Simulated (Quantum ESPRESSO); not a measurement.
Pb: phonons at W under several settings

```xyz
1
Lattice="0.0000 2.4750 2.4750 2.4750 0.0000 2.4750 2.4750 2.4750 0.0000" Properties=species:S:1:pos:R:3 pbc="T T T"
Pb    0.0000    0.0000    0.0000
```

All runs used Quantum ESPRESSO 7.5; k mesh 6 × 6 × 6; relaxed cell; no spin polarisation; cutoff 612 eV; occupations cold, width 0.2 eV.

```csv
level,potentials,volume (Å³/atom),frequencies (cm⁻¹)
LDA,GBRV 1.5 LDA,29.43,50 76 76
PBE,GBRV 1.5 PBE,32.70,50 57 57
PBEsol,GBRV 1.5 PBEsol,30.50,50 72 72
RPBE,GBRV 1.5 PBE,34.17,48 48 49
AM05,GBRV 1.5 PBE,30.80,51 70 70
WC,GBRV 1.5 PBE,?,?
vdW-DF-cx,GBRV 1.5 PBE,30.62,54 72 72
```

Task: What stands in the row left open?

Result: Volume 30.58 Å³/atom; frequencies 50 71 71 cm⁻¹.

Caveats: all runs use coarse meshes; the mesh is thin for the phonons of a metal; the q point doesn't lie on the k mesh, which can shift a metal's frequencies strongly unless the mesh is converged; the potentials were made for another functional, which shifts forces and pressure (some runs).

For the row left open. Caveat: the k mesh is coarse (spacing up to 0.37 Å⁻¹), so the values aren't converged; the mesh is thin for the phonons of a metal; the potentials were made for another functional, which shifts forces and pressure; the q point doesn't lie on the k mesh, which can shift a metal's frequencies strongly unless the mesh is converged.
